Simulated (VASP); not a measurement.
# BAs in VASP: relaxing the cell with several functionals, part 2 of 2

The system is BAs built on the CsCl prototype, a generated structure that needn't be the ground state.

VASP 6.6.1, plane waves, PAW.

## 4. LDA: cell and atoms

INCAR

```
ENCUT = 600.000000
SIGMA = 0.020000
EDIFF = 1.00e-07
EDIFFG = -5.00e-03
GGA = CA
PREC = Accurate
IBRION = 2
ISIF = 3
ISMEAR = -1
NBANDS = 11
NELM = 120
NSW = 40
LASPH = .TRUE.
LCHARG = .FALSE.
LWAVE = .FALSE.
LREAL = .FALSE.
```

KPOINTS

```
KPOINTS created by Atomic Simulation Environment
0
Gamma
8 8 8
0 0 0
```

POSCAR

```
B  As
 1.0000000000000000
     2.9310173974582887   -0.0000000000000000    0.0000000000000000
    -0.0000000000000000    2.9310173974582887    0.0000000000000000
     0.0000000000000000    0.0000000000000000    2.9310173974582887
 B   As
   1   1
Cartesian
 -0.0000000000000000  0.0000000000000000 -0.0000000000000000
  1.4655086987291444  1.4655086987291444  1.4655086987291444
```

Potentials: the recommended LDA PAW datasets, 8 valence electrons in the neutral cell.

OSZICAR:

```text
N       E                     dE             d eps       ncg     rms          rms(c)
DAV:   1     0.112122835872E+02    0.11212E+02   -0.41602E+03   770   0.725E+02
DAV:   2    -0.921741735643E+01   -0.20430E+02   -0.19747E+02  1054   0.989E+01
DAV:   3    -0.988085054605E+01   -0.66343E+00   -0.62198E+00   919   0.160E+01
DAV:   4    -0.988328881372E+01   -0.24383E-02   -0.24381E-02   882   0.883E-01
DAV:   5    -0.988329031455E+01   -0.15008E-05   -0.15012E-05   899   0.272E-02    0.340E+00
DAV:   6    -0.977276757396E+01    0.11052E+00   -0.39224E-01   809   0.218E+00    0.187E+00
DAV:   7    -0.976770223317E+01    0.50653E-02   -0.32673E-02   911   0.897E-01    0.906E-01
DAV:   8    -0.976630772219E+01    0.13945E-02   -0.16504E-03   830   0.268E-01    0.455E-02
DAV:   9    -0.976628633386E+01    0.21388E-04   -0.15805E-04   872   0.523E-02    0.192E-02
DAV:  10    -0.976628612989E+01    0.20396E-06   -0.62045E-06   854   0.171E-02    0.134E-03
DAV:  11    -0.976628610504E+01    0.24852E-07   -0.20858E-07   804   0.242E-03
   1 F= -.97662861E+01 E0= -.97652807E+01  d E =-.976629E+01
       N       E                     dE             d eps       ncg     rms          rms(c)
DAV:   1    -0.982363605786E+01   -0.57350E-01   -0.11202E+00   788   0.601E+00    0.925E-01
DAV:   2    -0.979649444696E+01    0.27142E-01   -0.51524E-02   779   0.114E+00    0.500E-01
DAV:   3    -0.978850602320E+01    0.79884E-02   -0.12500E-02   806   0.536E-01    0.156E-01
DAV:   4    -0.978757791733E+01    0.92811E-03   -0.12415E-03   818   0.196E-01    0.438E-02
DAV:   5    -0.978756298958E+01    0.14928E-04   -0.60251E-05   848   0.394E-02    0.239E-02
DAV:   6    -0.978756146956E+01    0.15200E-05   -0.61009E-06   809   0.132E-02    0.148E-03
DAV:   7    -0.978756147047E+01   -0.91649E-09   -0.12668E-07   697   0.248E-03
   2 F= -.97875615E+01 E0= -.97865436E+01  d E =-.212754E-01
       N       E                     dE             d eps       ncg     rms          rms(c)
DAV:   1    -0.979033165852E+01   -0.27702E-02   -0.41634E-02   791   0.114E+00    0.177E-01
DAV:   2    -0.978920705611E+01    0.11246E-02   -0.24085E-03   770   0.233E-01    0.940E-02
DAV:   3    -0.978892732755E+01    0.27973E-03   -0.39839E-04   824   0.101E-01    0.362E-02
DAV:   4    -0.978887965203E+01    0.47676E-04   -0.57037E-05   815   0.423E-02    0.806E-03
DAV:   5    -0.978887918796E+01    0.46407E-06   -0.13982E-06   869   0.666E-03    0.426E-03
DAV:   6    -0.978887914914E+01    0.38825E-07   -0.11800E-07   549   0.213E-03
   3 F= -.97888791E+01 E0= -.97877644E+01  d E =-.225930E-01
```

From OUTCAR:

```text
k-points           NKPTS =     35   k-points in BZ     NKDIM =     35   number of bands    NBANDS=     11

   NELECT =       8.0000    total number of electrons

   dimension x,y,z NGX =    24 NGY =   24 NGZ =   24
   dimension x,y,z NGXF=    48 NGYF=   48 NGZF=   48

  energy-cutoff  :      600.00
  volume of cell :       23.91
      direct lattice vectors                 reciprocal lattice vectors
     2.880957385  0.000000000 -0.000000000     0.347106835  0.000000000  0.000000000
    -0.000000000  2.880957385  0.000000000    -0.000000000  0.347106835 -0.000000000
    -0.000000000  0.000000000  2.880957385     0.000000000 -0.000000000  0.347106835

 k-points in reciprocal lattice and weights: KPOINTS created by Atomic Simulation Env
   0.00000000  0.00000000  0.00000000       0.002
   0.12500000  0.00000000  0.00000000       0.012
   0.25000000  0.00000000  0.00000000       0.012
   0.37500000  0.00000000  0.00000000       0.012
   0.50000000  0.00000000  0.00000000       0.006
   0.12500000  0.12500000  0.00000000       0.023
   0.25000000  0.12500000  0.00000000       0.047
   0.37500000  0.12500000  0.00000000       0.047
[... 27 more k-points ...]

 E-fermi :   7.9913

 k-point     1 :       0.0000    0.0000    0.0000
  band No.  band energies     occupation
      1      -8.3584      2.00000
      2       6.9609      2.00000
      3       6.9609      2.00000
      4       6.9609      2.00000
      5       8.1797      0.00016
      6      13.5754      0.00000
      7      13.5754      0.00000
      8      17.6225      0.00000
      9      17.6225      0.00000
     10      17.6225      0.00000
     11      27.3425      0.00000

 k-point     2 :       0.1250    0.0000    0.0000
  band No.  band energies     occupation
      1      -8.1022      2.00000
      2       4.6341      2.00000
      3       7.2256      2.00000
      4       7.2256      2.00000
      5       9.1744      0.00000
      6      13.8363      0.00000
      7      15.2871      0.00000
      8      16.9460      0.00000
      9      16.9460      0.00000
     10      17.2640      0.00000
     11      26.6793      0.00000

 k-point     3 :       0.2500    0.0000    0.0000
  band No.  band energies     occupation
      1      -7.3473      2.00000
      2       1.5830      2.00000
      3       8.0103      0.55664
      4       8.0103      0.55664
      5       9.9644      0.00000
      6      14.6128      0.00000
      7      15.2160      0.00000
      8      15.2160      0.00000
      9      15.3468      0.00000
     10      19.8673      0.00000
     11      23.4718      0.00000

 k-point     4 :       0.3750    0.0000    0.0000
  band No.  band energies     occupation
      1      -6.1791      2.00000
      2      -1.0701      2.00000
      3       9.2825      0.00000
      4       9.2825      0.00000
      5      10.8507      0.00000
      6      13.0921      0.00000
      7      13.0921      0.00000
      8      13.8823      0.00000
      9      15.8596      0.00000
     10      20.5994      0.00000
     11      24.2304      0.00000

 k-point     5 :       0.5000    0.0000    0.0000
  band No.  band energies     occupation
      1      -5.2723      2.00000
      2      -2.4836      2.00000
      3      10.7397      0.00000
      4      10.7397      0.00000
      5      11.3086      0.00000
      6      11.3086      0.00000
      7      11.5708      0.00000
      8      12.9181      0.00000
      9      16.9807      0.00000
     10      18.9362      0.00000
     11      26.9133      0.00000

 k-point     6 :       0.1250    0.1250    0.0000
  band No.  band energies     occupation
      1      -7.8457      2.00000
      2       4.6167      2.00000
      3       5.2390      2.00000
      4       7.4870      2.00000
      5      10.2320      0.00000
      6      14.7241      0.00000
      7      15.8197      0.00000
      8      15.9196      0.00000
      9      16.4860      0.00000
     10      17.7307      0.00000
     11      25.0409      0.00000

[... the tables of k-points 7 to 35 left out ...]

  Total       -0.0045354     -0.0045354     -0.0045354      0.0000000      0.0000000     -0.0000000
  in kB       -0.3038896     -0.3038896     -0.3038896      0.0000000      0.0000000     -0.0000000
  external PRESSURE =      -0.3038896 kB  Pullay stress =       0.0000000 kB

 POSITION                                       TOTAL-FORCE (eV/Angst)
 -----------------------------------------------------------------------------------
      0.00000      0.00000      0.00000        -0.000000      0.000000      0.000000
      1.44048      1.44048      1.44048         0.000000     -0.000000      0.000000
 -----------------------------------------------------------------------------------
    total drift:                                0.000000     -0.000000     -0.000000

  FREE ENERGIE OF THE ION-ELECTRON SYSTEM (eV)
  ---------------------------------------------------
  free  energy   TOTEN  =        -9.7888791491 eV

  energy  without entropy=       -9.7866497101  energy(sigma->0) =       -9.78776443
```

CONTCAR

```
B  As
   1.00000000000000
     2.8809573853155768    0.0000000000000000   -0.0000000000000000
    -0.0000000000000000    2.8809573853155768    0.0000000000000000
    -0.0000000000000000    0.0000000000000000    2.8809573853155768
  B               As
     1     1
Direct
     0.0000000000000000    0.0000000000000000    0.0000000000000000
     0.5000000000000000    0.5000000000000000    0.5000000000000000

  0.00000000E+00  0.00000000E+00  0.00000000E+00
  0.00000000E+00  0.00000000E+00  0.00000000E+00
```

|  | before | after | change |
| --- | --- | --- | --- |
| a (Å) | 2.931 | 2.881 | -1.71 % |
| volume (Å³/atom) | 12.590 | 11.956 | -5.04 % |
| shortest distance (Å) | 2.538 | 2.495 | -1.71 % |
| space group | Pm-3m | Pm-3m | same |

## 5. Results

This closing draws on all 2 parts.

```
 level  a (Å)  volume (Å³/atom)  space group  Ansatz: volume (Å³/atom)
r2SCAN  2.926            12.524        Pm-3m                    12.515
PBEsol  2.897            12.163        Pm-3m                    12.120
   LDA  2.881            11.956        Pm-3m                    11.913
```

**Reading.** The r2SCAN run changed the volume by -0.5 % from its own start of 12.59 Å³/atom. The volume spreads over 4.8 %, from LDA to r2SCAN. The two programs differ by at most 0.36 % in volume, much less than the spread of the functionals. The two codes have different PAW datasets and cutoffs. VASP's cell holds 8 valence electrons and Ansatz's 18. LDA means the Perdew–Zunger form in VASP and the Perdew–Wang form in Ansatz.
